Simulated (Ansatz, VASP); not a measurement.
**P: VASP beside Ansatz**

File INCAR:

```
SYSTEM = P
PREC = Accurate ; ENCUT = 520
EDIFF = 1E-7 ; ISMEAR = -1
SIGMA = 0.1 ; LREAL = .False.
LASPH = .True. ; NELM = 80
ALGO = Normal ; ISIF = 2
LWAVE = .False. ; LCHARG = .False.
GGA = RE ; NBANDS = 14
```

File KPOINTS:

```
Automatic mesh
0
Gamma
  9 9 14
  0 0 0
```

POSCAR

```
P
1.0
    4.2858586102      0.0000000000      0.0000000000
   -2.1429293051      3.7116624335      0.0000000000
    0.0000000000      0.0000000000      2.4142069217
P
3
Direct
    0.0000000000      0.0000000000      0.0000000000
    0.3333333333      0.6666666667      0.5000000000
    0.6666666667      0.3333333333      0.5000000000
```

Input for Ansatz:

```yaml
crystal:
  lattice:
    - [4.2858586102, 0.0, 0.0]
    - [-2.1429293051, 3.7116624335, 0.0]
    - [0.0, 0.0, 2.4142069217]
  atoms:
    - { symbol: P, position: [0.0, 0.0, 0.0] }
    - { symbol: P, position: [0.3333333333, 0.6666666667, 0.5] }
    - { symbol: P, position: [0.6666666667, 0.3333333333, 0.5] }
hamiltonian:
  xc: revpbe
  pseudopotentials:
    kind: paw
    azcp:
      P: "pseudopotentials/P.paw.azcp"
basis:
  ecutwfc: 420
  fft_grid_basis: typed
kpoints:
  mp_grid: { grid: [9, 9, 14], shift: [0, 0, 0] }
magnetization:
  spin_polarized: false
scf:
  occupations: { method: fermi_dirac, width: 0.1 }
  lower_state_search: "off"
output:
  stress: true
```

Alike in both runs: task single point; functional revPBE; k mesh 9 × 9 × 14; occupations fermi-dirac, width 0.1 eV; no spin polarisation.

```csv
,VASP,Ansatz
version,VASP 6.6.1,Ansatz 0.2.0
potentials or method,"VASP PAW PBE potentials, release 64 (P)","plane waves (420 eV) with PAW, scalar-relativistic"
plane-wave cutoff (eV),520,420
valence electrons in the cell,15,15
```

Ansatz gave:

| Quantity | Value |
| --- | --- |
| pressure (GPa) | 15.1 |
| largest component of the traceless stress (GPa) | 1.68 |

Which values does VASP return?

Pressure (GPa): 14.3; largest component of the traceless stress (GPa): 1.57.

Caveats: the PAW data sets were made with another functional, which shifts forces and pressure a little (VASP).
